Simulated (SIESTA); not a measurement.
## ZrB2 under changes of volume

One of the cells (10.454 Å³/atom); the others are scaled copies at fixed shape and fractional positions:

```
CELL_PARAMETERS angstrom
3.19099 0.00000 0.00000
-1.59550 2.76348 0.00000
0.00000 0.00000 3.55640
ATOMIC_POSITIONS crystal
Zr 0.00000 0.00000 0.00000
B 0.66667 0.33333 0.50000
B 0.33333 0.66667 0.50000
```

| Property | Result |
| --- | --- |
| Program | SIESTA 5.4.2 |
| Functional | PBE |
| Potentials or basis | PseudoDojo 0.4 standard (PBE files) |
| Basis | DZP (energy shift 0.002 Ry) |
| Grid cutoff | 800 Ry |
| Energy shift | 0.002 Ry |
| k mesh | 10 × 10 × 8 |
| Occupations | fermi-dirac, width 0.05 eV |
| Spin | no spin polarisation |

```tsv
volume (Å³/atom)	energy over the lowest point (meV/atom)	pressure (GPa)
9.634	36.37	19.0
9.839	16.30	12.5
10.044	4.12	6.7
10.454	0.00	-3.1
10.659	6.80	-7.4
10.864	?	?
```

**Question.** What does the run at 10.864 Å³/atom give?

**Answer.** Energy over the lowest point 18.90 meV/atom; pressure -11.4 GPa.

Worked out: A Birch-Murnaghan fit of order 3 (a polynomial in V^(-2/3)) to the other rows has its minimum at 10.31 Å³/atom with B0 = V·E''(V) = 240 GPa and B' = 4.4 at fixed shape and positions, which overstates the stiffness. It gives 18.68 meV/atom at 10.864 Å³/atom, against the run's 18.90, and -dE/dV = -11.1 GPa, against -11.4.

Energies are extrapolated to zero smearing.

Caveats: semicore shells carry a single zeta, which can move pressures by several GPa and volumes by a few percent; the basis of atomic orbitals isn't converged, which shifts pressures, moduli and gaps.
